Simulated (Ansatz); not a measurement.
# SiO2: Quadrupolar parameters

The cell is a computed structure from the Materials Project (it need not be an observed phase), taken as it stands.

Space group P6_522 (No. 179); a = 7.3006, c = 7.0051 Å, γ = 120.00°.

| site | Wyckoff | site symmetry | x | y | z |
| --- | --- | --- | --- | --- | --- |
| Si | 6b | ..2 | 0.5339 | 0.7669 | 0.4167 |
| O7 | 6b | ..2 | 0.6123 | 0.3877 | 0.0833 |
| O8 | 6a | .2. | 0.0000 | 0.6829 | 0.1667 |

One atom of each set is listed.

Computed with Ansatz: DFT, r2SCAN, plane waves and PAW, scalar-relativistic, 500 eV cutoff, Γ-centred 4×4×3 k-points, Fermi–Dirac smearing 0.02 eV.

V_zz is the principal component of the electric field gradient with the largest magnitude, η = (V_xx − V_yy)/V_zz and C_Q = eQV_zz/h.

¹⁷O: I = 5/2, Q = -25.58 mb. Quadrupole moments are those of Pyykkö's year-2017 table.

(1) Give the quadrupolar parameters of the distinct sites.

Answers

(1) 

| site | atoms | first shell | V_xx, V_yy, V_zz (10²¹ V/m²) | η | C_Q (MHz) |
| --- | --- | --- | --- | --- | --- |
| Si | 6 | 4 O at 1.60 Å | 0.19, 0.21, -0.40 | 0.06 | – |
| O7 | 6 | 2 Si at 1.60 Å, angle 176° | -4.99, -5.06, 10.05 | 0.01 | -6.22 |
| O8 | 6 | 2 Si at 1.60 Å, angle 163° | -4.81, -5.13, 9.94 | 0.03 | -6.15 |

At O7 and O8 V_zz points along the line of its two bonds (within 1°) in each case.

Si has no stable isotope with a ground-state quadrupole moment in the table, so no C_Q is given.

The run took 22 s of wall time (22 s of CPU time) and 1.2 GiB at its peak, on 1 thread of Intel Xeon 6975P-C (Granite Rapids) (x86_64; 16 cores open to the job, memory cap 2.5 GiB, no GPU), a shared host with a load of 0.3 a core.
